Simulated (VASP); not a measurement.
# MgS (P6_3mc) in VASP: further runs, part 2 of 3

VASP 6.6.1. The steps go on from the part before.

## 4. Chemical shielding, PBE+ULG

File INCAR:

```
SYSTEM = MgS
PREC = Accurate
ENCUT = 520
EDIFF = 1E-8
ISMEAR = -5
SIGMA = 0.5
LREAL = .False.
LASPH = .True.
NELM = 60
ALGO = Fast
ISIF = 2
LWAVE = .False.
LCHARG = .False.
GGA = PE
IVDW = 3
LCHIMAG = .True.
DQ = 0.001
ICHIBARE = 1
LNMR_SYM_RED = .True.
ISYM = 1
AMIX = 0.2
BMIX = 1E-4
AMIX_MAG = 0.8
BMIX_MAG = 1E-4
```

File KPOINTS:

```
Automatic mesh
0
Gamma
  8 8 4
  0 0 0
```

File POSCAR:

```
MgS
1.0
    4.0346224068      0.0000000000      0.0000000000
   -2.0173112034      3.4940854990      0.0000000000
    0.0000000000      0.0000000000      6.4322941800
S Mg
2 2
Direct
    0.6666666667      0.3333333333      0.8792441500
    0.3333333333      0.6666666667      0.3792441500
    0.3333333333      0.6666666667      0.9957548500
    0.6666666667      0.3333333333      0.4957548500
```

Potentials or basis: VASP PAW PBE potentials, release 64 (S, Mg_pv).

Run with:

```
$ cat potpaw_PBE.64/S/POTCAR potpaw_PBE.64/Mg_pv/POTCAR > POTCAR
$ mpirun -np 1 vasp_std > vasp.out
```

OUTCAR:

```text
SYSTEM = MgS
   PREC = Accurate
   ENCUT = 520
   EDIFF = 1E-8
   ISMEAR = -5
   LREAL = .False.
   LASPH = .True.
   NELM = 60
   ISIF = 2
   GGA = PE
   IVDW = 3
   ISYM = 1
   AMIX = 0.2
   AMIX_MAG = 0.8
  IVDW =   3

 ion  position               nearest neighbor table
   1  0.667  0.333  0.879-   3 2.45   3 2.45   3 2.45   4 2.47
   2  0.333  0.667  0.379-   4 2.45   4 2.45   4 2.45   3 2.47
   3  0.333  0.667  0.996-   1 2.45   1 2.45   1 2.45   2 2.47
   4  0.667  0.333  0.496-   2 2.45   2 2.45   2 2.45   1 2.47

  LATTYP: Found a hexagonal cell.
 ALAT       =     4.0346224068
 C/A-ratio  =     1.5942741430

  Lattice vectors:

 A1 = (   4.0346224068,   0.0000000000,   0.0000000000)
 A2 = (  -2.0173112034,   3.4940854990,   0.0000000000)
 A3 = (   0.0000000000,   0.0000000000,   6.4322941800)

[... 755 lines left out ...]

 -------------------------------------------------------------
  G=0 CONTRIBUTION TO CHEMICAL SHIELDING (field along BDIR)
  using pGv susceptibility, excluding core contribution
 -------------------------------------------------------------
   BDIR                X                 Y                 Z
 -------------------------------------------------------------
     1          9.083274          0.000000          0.000000
     2          0.000000          9.058634          0.000000
     3          0.000000          0.000000          9.444222
 -------------------------------------------------------------

  Core NMR properties

  typ  El   Core shielding (ppm)
 ----------------------------
    1  S      979.9394389
    2  Mg     487.4261552
 ----------------------------

  Core contribution to magnetic susceptibility:     -5.14  10^-6 cm^3/mole
 --------------------------------------------------------------------------

  CSA tensor (J. Mason, Solid State Nucl. Magn. Reson. 2, 285 (1993))
  for chemical shielding  (including the isotropic core contribution)

  BDIR labels direction of applied magnetic field (i.e. B0)
  For BDIR==1, B0 along x-axis, etc.
  Induced field listed along cartesian directions for each BDIR
 ------------------------------------------------------------------------------------------
                 EXCLUDING G=0 CONTRIBUTION              INCLUDING G=0 CONTRIBUTION
 ------------------------------------------------------------------------------------------
  ion  BDIR            X           Y           Z                X           Y           Z
          (   iso_shield        span        skew ) (   iso_shield        span        skew )
 ------------------------------------------------------------------------------------------
    1     1     684.0932      0.0000      0.0000         693.9654      0.0000      0.0000
          2       0.0000    684.0899     -0.0016           0.0000    693.9374     -0.0016
          3       0.0000     -0.0023    696.4594           0.0000     -0.0023    706.6924
          (     688.2142     12.3694      0.9995 ) (     698.1984     12.7550      0.9956 )
[... 11 lines left out ...]
    4     1     481.0559      0.0000      0.0000         490.9280      0.0000      0.0000
          2       0.0000    481.0535      0.0017           0.0000    490.9010      0.0017
          3       0.0000      0.0022    468.8632           0.0000      0.0022    479.0963
          (     476.9909     12.1927     -0.9996 ) (     486.9751     11.8318     -0.9954 )
 ------------------------------------------------------------------------------------------
  IF SPAN.EQ.0, THEN SKEW IS ILL-DEFINED
 ------------------------------------------------------------------------------------------
```

Run time: 18 min. Hardware: 1 thread of Intel Xeon 6975P-C (Granite Rapids), shared host; peak memory 0.61 GiB.

Results:

```
Dispersion energy per atom : -0.085 eV
```

Chemical shielding (ppm):
| atom | isotropic | span | skew |
| --- | --- | --- | --- |
| 1 S | 698 | 13 | 1.00 |
| 2 S | 698 | 13 | 1.00 |
| 3 Mg | 487 | 12 | -1.00 |
| 4 Mg | 487 | 12 | -1.00 |

## 5. Band structure, rev-vdW-DF2

File run.py:

```python
from ase.calculators.vasp import Vasp
from ase.dft.bandgap import bandgap
from ase.io import read

atoms = read('MgS.cif', primitive_cell=True, subtrans_included=False)
calc = Vasp(
    directory='calc',
    xc='rev-vdw-df2',
    pp='PBE',
    setups='recommended',
    prec='Accurate',
    encut=520,
    ediff=1e-06,
    ismear=-1,
    sigma=0.1,
    lreal=False,
    lasph=True,
    nelm=60,
    algo='Normal',
    isif=2,
    lwave=False,
    lcharg=True,
    kpts=[8, 8, 4],
    gamma=True,
    nbands=16,
)
atoms.calc = calc

print('energy (eV):', atoms.get_potential_energy())
print('free energy (eV):', atoms.get_potential_energy(force_consistent=True))
efermi = calc.get_fermi_level()
print('Fermi level (eV):', efermi)
path = atoms.cell.bandpath(npoints=60, eps=1e-4)
print('path:', path.path)
calc.set(kpts=path.kpts, reciprocal=True, icharg=11, isym=0, lcharg=False)
calc.calculate(atoms)
print('gap on the path (eV):', bandgap(calc, efermi=efermi)[0])
print('direct gap on the path (eV):', bandgap(calc, efermi=efermi, direct=True)[0])
```

File MgS.cif:

```cif
data_MgS
_cell_length_a 4.03462241
_cell_length_b 4.03462241
_cell_length_c 6.43229418
_cell_angle_alpha 90.00000000
_cell_angle_beta 90.00000000
_cell_angle_gamma 120.00000000
_space_group_name_H-M_alt 'P6_3mc'
_space_group_name_Hall 'P 6c -2c'
_space_group_IT_number 186
loop_
_space_group_symop_operation_xyz
'x,y,z'
'x-y,x,z+1/2'
'-y,x-y,z'
'-x,-y,z+1/2'
'-x+y,-x,z'
'y,-x+y,z+1/2'
'y,x,z+1/2'
'x,x-y,z'
'x-y,-y,z+1/2'
'-y,-x,z'
'-x,-x+y,z+1/2'
'-x+y,y,z'
loop_
_atom_site_label
_atom_site_type_symbol
_atom_site_symmetry_multiplicity
_atom_site_Wyckoff_symbol
_atom_site_fract_x
_atom_site_fract_y
_atom_site_fract_z
_atom_site_occupancy
S1 S 2 b 0.6666666667 0.3333333333 0.8792441500 1
Mg1 Mg 2 b 0.3333333333 0.6666666667 0.9957548500 1
```

Potentials or basis: VASP PAW PBE potentials, release 64 (S, Mg).

Run with:

```
$ python run.py
```

It took 1.9 min on 1 thread of Intel Xeon Platinum 8488C (Sapphire Rapids), shared host; peak memory 0.47 GiB.

It converged, with:

```yaml
Band_gap_along_the_path: 3.36 eV, direct
```

Levels at the corners of the path, in eV from the Fermi level:
| point | band 4 | band 5 | band 6 | band 7 | band 8 | band 9 | band 10 | band 11 | band 12 | band 13 |
| --- | --- | --- | --- | --- | --- | --- | --- | --- | --- | --- |
| Γ | -2.38 | -2.38 | -1.96 | -1.96 | -1.80 | 1.56 | 2.83 | 5.63 | 5.63 | 6.39 |
| M | -4.25 | -3.68 | -3.05 | -2.73 | -2.27 | 2.86 | 3.34 | 3.94 | 5.65 | 6.44 |
| K | -4.10 | -4.10 | -3.17 | -3.15 | -3.15 | 2.97 | 5.13 | 5.50 | 5.50 | 6.11 |
| Γ | -2.38 | -2.38 | -1.96 | -1.96 | -1.80 | 1.56 | 2.83 | 5.63 | 5.63 | 6.39 |
| A | -3.72 | -2.18 | -2.18 | -2.18 | -2.18 | 3.04 | 3.04 | 5.77 | 5.77 | 5.78 |
| L | -4.93 | -2.70 | -2.70 | -2.61 | -2.61 | 2.78 | 2.78 | 4.46 | 4.46 | 7.39 |
| H | -4.61 | -3.81 | -3.81 | -2.32 | -2.32 | 3.95 | 3.95 | 4.51 | 4.51 | 6.55 |
| A | -3.72 | -2.18 | -2.18 | -2.18 | -2.18 | 3.04 | 3.04 | 5.77 | 5.77 | 5.78 |
| L | -4.93 | -2.70 | -2.70 | -2.61 | -2.61 | 2.78 | 2.78 | 4.46 | 4.46 | 7.39 |
| M | -4.25 | -3.68 | -3.05 | -2.73 | -2.27 | 2.86 | 3.34 | 3.94 | 5.65 | 6.44 |
| K | -4.10 | -4.10 | -3.17 | -3.15 | -3.15 | 2.97 | 5.13 | 5.50 | 5.50 | 6.11 |
| H | -4.61 | -3.81 | -3.81 | -2.32 | -2.32 | 3.95 | 3.95 | 4.51 | 4.51 | 6.55 |

Caveat: the log is that of the step along the path at fixed density, whose energy, stress, charges and moments have no meaning.

[end of part 2 of 3]
